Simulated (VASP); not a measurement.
# NaF (Villiaumite) (Fm-3m) in VASP: a series of runs

The runs below take NaF (Villiaumite) through phonons, dielectric tensor, with PBEsol.

Program: VASP 6.6.1. These are calculated values, not measurements. Logs are shortened: lines on timing, memory, paths and dates and some standing lists are left out, and cuts for length are marked.

### 1 The structure

It takes space group Fm-3m (No. 225, cubic). Conventional cell: a = 4.628 Å, b = 4.628 Å, c = 4.628 Å, α = 90.00°, β = 90.00°, γ = 90.00°. Around Na (site symmetry m-3m) lie 6 F at 2.31 Å. F (site symmetry m-3m) has 6 Na at 2.31 Å as nearest neighbours.

### 2 Phonons, PBEsol

File POSCAR:

```
NaF
1.0
    0.0000000000      2.3140630851      2.3140630851
    2.3140630851      0.0000000000      2.3140630851
    2.3140630851      2.3140630851      0.0000000000
  Na              F
     1     1
Direct
     0.0000000000000000    0.0000000000000000    0.0000000000000000
     0.5000000000000000    0.5000000000000000    0.5000000000000000
```

File INCAR.step1:

```
SYSTEM = NaF
ALGO     = Normal         ! electronic algorithm
EDIFF    = 1E-8           ! SCF threshold, eV
EDIFFG   = -0.002         ! ionic threshold
ENCUT    = 600            ! plane-wave cutoff, eV
GGA      = PS             ! functional
IBRION   = 2              ! ionic algorithm
ISIF     = 3              ! what is computed and relaxed
ISMEAR   = 0              ! smearing method
LASPH    = .TRUE.         ! aspherical terms in the spheres
LCHARG   = .FALSE.        ! write CHGCAR
LREAL    = .FALSE.        ! projectors in reciprocal space
LWAVE    = .FALSE.        ! write WAVECAR
NELM     = 80             ! most SCF steps
NSW      = 40             ! ionic steps
PREC     = Accurate       ! precision mode
SIGMA    = 0.03           ! smearing width, eV
```

File INCAR.step2:

```
SYSTEM = NaF
ALGO     = Normal         ! electronic algorithm
EDIFF    = 1E-8           ! SCF threshold, eV
ENCUT    = 600            ! plane-wave cutoff, eV
GGA      = PS             ! functional
IBRION   = 6              ! ionic algorithm
ISIF     = 2              ! what is computed and relaxed
ISMEAR   = 0              ! smearing method
LASPH    = .TRUE.         ! aspherical terms in the spheres
LCHARG   = .FALSE.        ! write CHGCAR
LREAL    = .FALSE.        ! projectors in reciprocal space
LWAVE    = .FALSE.        ! write WAVECAR
NELM     = 80             ! most SCF steps
NFREE    = 2            
NSW      = 1              ! ionic steps
POTIM    = 0.015          ! step
PREC     = Accurate       ! precision mode
SIGMA    = 0.03           ! smearing width, eV
```

File KPOINTS:

```
k-points
0
G
  10 10 10
  0 0 0
```

Potentials or basis: VASP PAW PBE potentials, release 64 (Na_pv, F).

Started as:

```bash
cat potpaw_PBE.64/Na_pv/POTCAR potpaw_PBE.64/F/POTCAR > POTCAR
cp INCAR.step1 INCAR
mpirun -np 1 vasp_std > vasp.out
cp CONTCAR POSCAR
cp INCAR.step2 INCAR
mpirun -np 1 vasp_std > vasp.out
```

OUTCAR:

```text
SYSTEM = NaF
   EDIFF = 1E-8
   ENCUT = 600
   GGA = PS
   IBRION = 6
   ISIF = 2
   ISMEAR = 0
   LASPH = .TRUE.
   LREAL = .FALSE.
   NELM = 80
   NFREE = 2
   NSW = 1
   POTIM = 0.015
   PREC = Accurate

 ion  position               nearest neighbor table
   1  0.000  0.000  0.000-   2 2.31   2 2.31   2 2.31   2 2.31   2 2.31   2 2.31
   2  0.500  0.500  0.500-   1 2.31   1 2.31   1 2.31   1 2.31   1 2.31   1 2.31

  LATTYP: Found a face centered cubic cell.
 ALAT       =     4.6260472598

  Lattice vectors:

 A1 = (   0.0000000000,   2.3130236299,   2.3130236299)
 A2 = (   2.3130236299,   0.0000000000,   2.3130236299)
 A3 = (   2.3130236299,   2.3130236299,   0.0000000000)

Analysis of symmetry for initial positions (statically):
=====================================================================
 Subroutine PRICEL returns:
 Original cell was already a primitive cell.

 Routine SETGRP: Setting up the symmetry group for a
 face centered cubic supercell.

 Subroutine GETGRP returns: Found 48 space group operations
 (whereof 48 operations were pure point group operations)
 out of a pool of 48 trial point group operations.

The static configuration has the point symmetry O_h .

Analysis of symmetry for dynamics (positions and initial velocities):
=====================================================================
 Subroutine PRICEL returns:
 Original cell was already a primitive cell.

 Routine SETGRP: Setting up the symmetry group for a
 face centered cubic supercell.

 Subroutine GETGRP returns: Found 48 space group operations
 (whereof 48 operations were pure point group operations)
 out of a pool of 48 trial point group operations.

The dynamic configuration has the point symmetry O_h .

 Subroutine INISYM returns: Found 48 space group operations
 (whereof 48 operations are pure point group operations),
 and found     1 'primitive' translations

----------------------------------------------------------------------------------------

                                     Primitive cell

  volume of cell :      24.7497

  direct lattice vectors                    reciprocal lattice vectors
     0.000000000  2.313023630  2.313023630    -0.216167268  0.216167268  0.216167268
     2.313023630  0.000000000  2.313023630     0.216167268 -0.216167268  0.216167268
     2.313023630  2.313023630  0.000000000     0.216167268  0.216167268 -0.216167268

  length of vectors
     3.271109388  3.271109388  3.271109388     0.374412692  0.374412692  0.374412692

  position of ions in fractional coordinates (direct lattice)
     0.000000000  0.000000000  0.000000000
     0.500000000  0.500000000  0.500000000

  ion indices of the primitive-cell ions
   primitive index   ion index
                 1           1
                 2           2

----------------------------------------------------------------------------------------

 KPOINTS: k-points

Automatic generation of k-mesh.
 Grid dimensions read from file:
 generate k-points for:   10   10   10

 Generating k-lattice:

  Cartesian coordinates                     Fractional coordinates (reciprocal lattice)
    -0.021616727  0.021616727  0.021616727     0.100000000  0.000000000  0.000000000
     0.021616727 -0.021616727  0.021616727     0.000000000  0.100000000  0.000000000
     0.021616727  0.021616727 -0.021616727     0.000000000  0.000000000  0.100000000

  Length of vectors
     0.037441269  0.037441269  0.037441269

  Shift w.r.t. Gamma in fractional coordinates (k-lattice)
     0.000000000  0.000000000  0.000000000

 Subroutine IBZKPT returns following result:
 ===========================================

[... 60 lines left out ...]
   EMIN   =  10.00;   EMAX   =-10.00  energy-range for DOS
   EFERMI =   0.00;   METHOD = LEGACY
   ISMEAR =     0;   SIGMA  =   0.03  broadening in eV -4-tet -1-fermi 0-gaus
   EFERMI_NEDOS =   21; number of points for ismear=-14 and -15
   IALGO  =     38    algorithm
   IMIX   =      4    mixing-type and parameters
     AMIX     =   0.40;   BMIX     =  1.00
     AMIX_MAG =   1.60;   BMIX_MAG =  1.00
  volume/ion in A,a.u.               =      12.37        83.51
  Fermi-wavevector in a.u.,A,eV,Ry     =   1.353923  2.558544 24.940958  1.833109
  Thomas-Fermi vector in A             =   2.481138
   LORBIT       =      0    0 simple, 1 ext, 2 COOP (PROOUT), +10 PAW based schemes
   GGA     = PS    functional components
   LHFCALC =     F    Hartree Fock is set to
   AEXX    =    0.0000 exact exchange contribution
   IVDW    =     0    specifies the selected vdW correction
   LEPSILON=     F    determine dielectric tensor
   LRPA    =     F    only Hartree local field effects (RPA)
 finite differences with symmetry
 non-spin polarized calculation
 Gauss-broadening in eV      SIGMA  =   0.03
  energy-cutoff  :      600.00
  volume of cell :       24.75
 maximum number of plane-waves:       869
 NGX is ok and might be reduce to    28
   NGX = 13   NGY = 13   NGZ = 13

--------------------------------------- Ionic step        1  -------------------------------------------

 number of electron      14.0000006 magnetization

 Free energy of the ion-electron system (eV)
  ---------------------------------------------------
  ext. energy  EPLUGINS =         0.00000000
  ---------------------------------------------------
  free energy    TOTEN  =        -8.77049965 eV

  energy without entropy =       -8.77049965  energy(sigma->0) =       -8.77049965

------------------------ aborting loop because EDIFF is reached ----------------------------------------

  FORCE on cell =-STRESS in cart. coord.  units (eV):
  Direction    XX          YY          ZZ          XY          YZ          ZX
  --------------------------------------------------------------------------------------
  -------------------------------------------------------------------------------------
  Total       -0.0014522     -0.0014522     -0.0014522      0.0000000      0.0000000      0.0000000
  in kB       -0.0940089     -0.0940089     -0.0940089      0.0000000      0.0000000      0.0000000
  external PRESSURE =      -0.0940089 kB  Pullay stress =       0.0000000 kB
[... 131 lines left out ...]
--------------------------------------- Ionic step        5  -------------------------------------------

 number of electron      14.0000005 magnetization

 Free energy of the ion-electron system (eV)
  ---------------------------------------------------
  ext. energy  EPLUGINS =         0.00000000
  ---------------------------------------------------
  free energy    TOTEN  =        -8.77024014 eV

  energy without entropy =       -8.77024014  energy(sigma->0) =       -8.77024014

 E-fermi :  -1.9177     XC(G=0):  -9.3592

 val. band max:       -2.1569561261   @ k =   0.0000   0.0000   0.0000
 cond. band min:       4.0325653606   @ k =   0.0000   0.0000   0.0000
 fundamental gap:      6.1895214867
 Fermi energy:        -1.9177466954

 k-point     1 :       0.0000    0.0000    0.0000
  band No.  band energies     occupation
      1     -21.2237      2.00000
      2     -20.9091      2.00000
      3     -20.9091      2.00000
      4     -20.9085      2.00000
      5      -2.1570      2.00000
      6      -2.1570      2.00000
      7      -2.1570      2.00000
      8       4.0326      0.00000
      9      16.7249      0.00000
     10      16.7252      0.00000
     11      16.7252      0.00000
[... 309 lines left out ...]
 k-point    24 :       0.4000    0.3000    0.0000
  band No.  band energies     occupation
      1     -21.4530      2.00000
      2     -20.9594      2.00000
      3     -20.9509      2.00000
      4     -20.5503      2.00000
      5      -3.3622      2.00000
      6      -2.5478      2.00000
      7      -2.4901      2.00000
      8       8.3215      0.00000
      9      11.5133      0.00000
     10      14.5167      0.00000
     11      17.3852      0.00000

 [... further k-points ...]

------------------------ aborting loop because EDIFF is reached ----------------------------------------

  FORCE on cell =-STRESS in cart. coord.  units (eV):
  Direction    XX          YY          ZZ          XY          YZ          ZX
  --------------------------------------------------------------------------------------
  -------------------------------------------------------------------------------------
  Total        0.0027768     -0.0011984     -0.0011984      0.0000000     -0.0000000      0.0000000
  in kB        0.1797563     -0.0775775     -0.0775775      0.0000000     -0.0000000      0.0000000
  external PRESSURE =       0.0082004 kB  Pullay stress =       0.0000000 kB
[... 17 lines left out ...]
  FREE ENERGIE OF THE ION-ELECTRON SYSTEM (eV)
  ---------------------------------------------------
  free  energy   TOTEN  =        -8.7702401350 eV

  energy  without entropy=       -8.7702401350  energy(sigma->0) =       -8.77024014

 INTERNAL STRAIN TENSORS FROM DISPLACED ATOMS
 ============================================

 INTERNAL STRAIN TENSOR FOR ION    1 for displacements in x,y,z  (eV/Angst):
          X           Y           Z          XY          YZ          ZX
  --------------------------------------------------------------------------------
  x     0.00000     0.00000     0.00000     0.00000     0.00000     0.00000
  y     0.00000     0.00000     0.00000     0.00000     0.00000     0.00000
  z     0.00000     0.00000     0.00000     0.00000     0.00000     0.00000

 INTERNAL STRAIN TENSOR FOR ION    2 for displacements in x,y,z  (eV/Angst):
          X           Y           Z          XY          YZ          ZX
  --------------------------------------------------------------------------------
  x     0.00000     0.00000     0.00000     0.00000     0.00000     0.00000
  y     0.00000     0.00000     0.00000     0.00000     0.00000     0.00000
  z     0.00000     0.00000     0.00000     0.00000     0.00000     0.00000

 Eigenvectors and eigenvalues of the dynamical matrix
 ----------------------------------------------------

   1 f  =    7.378471 THz    46.360303 2PiTHz  246.119311 cm-1    30.514892 meV
             X         Y         Z           dx          dy          dz
      0.000000  0.000000  0.000000     0.000000    0.000000   -0.673533
      2.313024  2.313024  2.313024     0.000000    0.000000    0.739157
[... 21 lines left out ...]
   6 f/i=    0.008779 THz     0.055162 2PiTHz    0.292844 cm-1     0.036308 meV
             X         Y         Z           dx          dy          dz
      0.000000  0.000000  0.000000     0.000000   -0.271076   -0.687656
      2.313024  2.313024  2.313024     0.000000   -0.247009   -0.626605

 ELASTIC MODULI CONTR FROM IONIC RELAXATION (kBar)
 Direction    XX          YY          ZZ          XY          YZ          ZX
 --------------------------------------------------------------------------------
 XX           0.0000      0.0000      0.0000      0.0000      0.0000      0.0000
 YY           0.0000      0.0000      0.0000      0.0000      0.0000      0.0000
 ZZ           0.0000      0.0000      0.0000      0.0000      0.0000      0.0000
 XY           0.0000      0.0000      0.0000      0.0000      0.0000      0.0000
 YZ           0.0000      0.0000      0.0000      0.0000      0.0000      0.0000
 ZX           0.0000      0.0000      0.0000      0.0000      0.0000      0.0000
 --------------------------------------------------------------------------------
```

Run time: 2 min. Hardware: 1 thread of AMD EPYC 7R13 (Zen 3), shared host; peak memory 0.16 GiB.

Results:

```
Relaxed volume                                          : 12.37 Å³/atom
Relaxed cell                                            : a = 3.271 Å, b = 3.271 Å, c = 3.271 Å, α = 60.00°, β = 60.00°, γ = 60.00°
Space group after relaxing (to 0.05 Å)                  : Fm-3m (No. 225)
Highest phonon frequency at Γ, LO-TO splitting left out : 246 cm⁻¹
```

Final structure:
```
Na F
1.0
     0.00000    2.31302    2.31302
     2.31302    0.00000    2.31302
     2.31302    2.31302    0.00000
Na F
1 1
Direct
  0.00000 0.00000 0.00000
  0.50000 0.50000 0.50000
```

Phonon frequencies in cm⁻¹ (negative: imaginary):
```csv
q point,frequencies
"(0.000, 0.000, 0.000)",0 0 0 246 246 246
```

Caveat: the PAW data sets were made with another functional, which shifts forces and pressure a little.

### 3 Dielectric tensor, PBEsol

File INCAR:

```
SYSTEM = NaF
ALGO     = Normal         ! electronic algorithm
EDIFF    = 1E-8           ! SCF threshold, eV
ENCUT    = 600            ! plane-wave cutoff, eV
GGA      = PS             ! functional
ISIF     = 2              ! what is computed and relaxed
ISMEAR   = 0              ! smearing method
LASPH    = .TRUE.         ! aspherical terms in the spheres
LCHARG   = .FALSE.        ! write CHGCAR
LEPSILON = .TRUE.         ! dielectric tensor by DFPT
LREAL    = .FALSE.        ! projectors in reciprocal space
LWAVE    = .FALSE.        ! write WAVECAR
NELM     = 80             ! most SCF steps
PREC     = Accurate       ! precision mode
SIGMA    = 0.03           ! smearing width, eV
```

File KPOINTS:

```
k-points
0
Monkhorst
  16 16 16
  0 0 0
```

File POSCAR:

```
NaF                                     
1.0
   -0.0000000000      2.3130236299      2.3130236299
    2.3130236299      0.0000000000      2.3130236299
    2.3130236299      2.3130236299      0.0000000000
  Na              F             
     1     1
Direct
     0.0000000000000000    0.0000000000000000    0.0000000000000000
     0.5000000000000000    0.5000000000000000    0.5000000000000000
```

Potentials or basis: VASP PAW PBE potentials, release 64 (Na_pv, F).

Started as:

```bash
cat potpaw_PBE.64/Na_pv/POTCAR potpaw_PBE.64/F/POTCAR > POTCAR
mpirun -np 1 vasp_std > vasp.out
```

OUTCAR:

```text
SYSTEM = NaF
   EDIFF = 1E-8
   ENCUT = 600
   GGA = PS
   ISIF = 2
   ISMEAR = 0
   LASPH = .TRUE.
   LEPSILON = .TRUE.
   LREAL = .FALSE.
   NELM = 80
   PREC = Accurate

 ion  position               nearest neighbor table
   1  0.000  0.000  0.000-   2 2.31   2 2.31   2 2.31   2 2.31   2 2.31   2 2.31
   2  0.500  0.500  0.500-   1 2.31   1 2.31   1 2.31   1 2.31   1 2.31   1 2.31

  LATTYP: Found a face centered cubic cell.
 ALAT       =     4.6260472598

  Lattice vectors:

 A1 = (   0.0000000000,   2.3130236299,   2.3130236299)
 A2 = (   2.3130236299,   0.0000000000,   2.3130236299)
[... 586 lines left out ...]
 -----------------------------------------------------------------------------
    -0.00005  0.00000  0.00000
     0.00000 -0.00005 -0.00000
    -0.00000  0.00000 -0.00003

 MACROSCOPIC STATIC DIELECTRIC TENSOR (including local field effects in DFT)
 ------------------------------------------------------
           1.883494    -0.000000    -0.000000
           0.000000     1.883494     0.000000
           0.000000     0.000000     1.883494
 ------------------------------------------------------

 PIEZOELECTRIC TENSOR (including local field effects)  for field in x, y, z        (e  Angst)
          XX          YY          ZZ          XY          YZ          ZX
  --------------------------------------------------------------------------------
  x     0.00000     0.00000     0.00000     0.00000     0.00000     0.00000
  y     0.00000     0.00000     0.00000     0.00000     0.00000     0.00000
  z     0.00000     0.00000     0.00000     0.00000     0.00000     0.00000

 PIEZOELECTRIC TENSOR (including local field effects)  for field in x, y, z        (C/m^2)
          XX          YY          ZZ          XY          YZ          ZX
  --------------------------------------------------------------------------------
  x     0.00000     0.00000     0.00000     0.00000     0.00000     0.00000
  y     0.00000     0.00000     0.00000     0.00000     0.00000     0.00000
  z     0.00000     0.00000     0.00000     0.00000     0.00000     0.00000

 BORN EFFECTIVE CHARGES (including local field effects) (in |e|, cummulative output)
 ---------------------------------------------------------------------------------
 ion    1
    1     1.00697     0.00000     0.00000
    2     0.00000     1.00697     0.00000
    3     0.00000     0.00000     1.00697
 ion    2
    1    -1.00697     0.00000     0.00000
    2     0.00000    -1.00697     0.00000
    3     0.00000     0.00000    -1.00697
```

OSZICAR:

```text
N       E                     dE             d eps       ncg     rms          rms(c)
DAV:   1     0.121481308254E+03    0.12148E+03   -0.88413E+03  9045   0.170E+03
DAV:   2    -0.236518158604E+01   -0.12385E+03   -0.11451E+03  9648   0.390E+02
[... 13 lines left out ...]
RMM:   5    -0.664702706340E-01   -0.64228E-03   -0.44095E-05 46019   0.811E-02    0.541E-03
RMM:   6    -0.665243313666E-01   -0.54061E-04   -0.26064E-06 46664   0.160E-02    0.118E-03
RMM:   7    -0.665300387451E-01   -0.57074E-05   -0.78416E-08 44957   0.333E-03    0.201E-04
RMM:   8    -0.665328406328E-01   -0.28019E-05   -0.49799E-09 44850   0.714E-04    0.440E-05
RMM:   9    -0.665328610903E-01   -0.20458E-07   -0.54707E-10 41650   0.230E-04    0.242E-05
RMM:  10    -0.665328112841E-01    0.49806E-07   -0.15540E-10 25557   0.614E-05    0.369E-06
```

stdout:

```text
POSCAR found type information on POSCAR NaF
 POSCAR found :  2 types and       2 ions
 scaLAPACK will be used
 -----------------------------------------------------------------------------
|                                                                             |
|                                                                             |
|     You enforced a specific xc type in the INCAR file but a different       |
[... 46 lines left out ...]
  Direction:   1
 dielectric tensor                  component  1 :     1.883     0.011    -0.011
 Linear response to external field, progress :
  Direction:   2
 dielectric tensor                  component  2 :     0.011     1.883    -0.011
 Linear response to external field, progress :
  Direction:   3
 dielectric tensor                  component  3 :     0.013    -0.013     1.883
 Born effective charges drift removed
```

Wall time 29 min (1 thread of AMD EPYC 7R13 (Zen 3), shared host); peak memory 0.92 GiB.

Results:

```
Electronic dielectric tensor (diagonal) : 1.88
Born charges (mean of the diagonal)     : Na +1.01; F -1.01 e
```

Levels at points of the mesh, in eV from the valence-band top:
| k point | band 3 | band 4 | band 5 | band 6 | band 7 | band 8 | band 9 | band 10 | band 11 |
| --- | --- | --- | --- | --- | --- | --- | --- | --- | --- |
| (0.03, 0.03, 0.03) | -18.75 | -18.73 | -0.02 | 0.00 | 0.00 | 6.23 | 18.69 | 18.90 | 18.90 |

Electronic dielectric tensor:
```
1.88 0.00 0.00
0.00 1.88 0.00
0.00 0.00 1.88
```

Born effective charge tensors (e):
atom 1, Na
```
1.01 0.00 0.00
0.00 1.01 0.00
0.00 0.00 1.01
```
atom 2, F
```
-1.01  0.00  0.00
 0.00 -1.01  0.00
 0.00  0.00 -1.01
```

Caveat: the PAW data sets were made with another functional, which shifts forces and pressure a little.

[end of part 1 of 2]
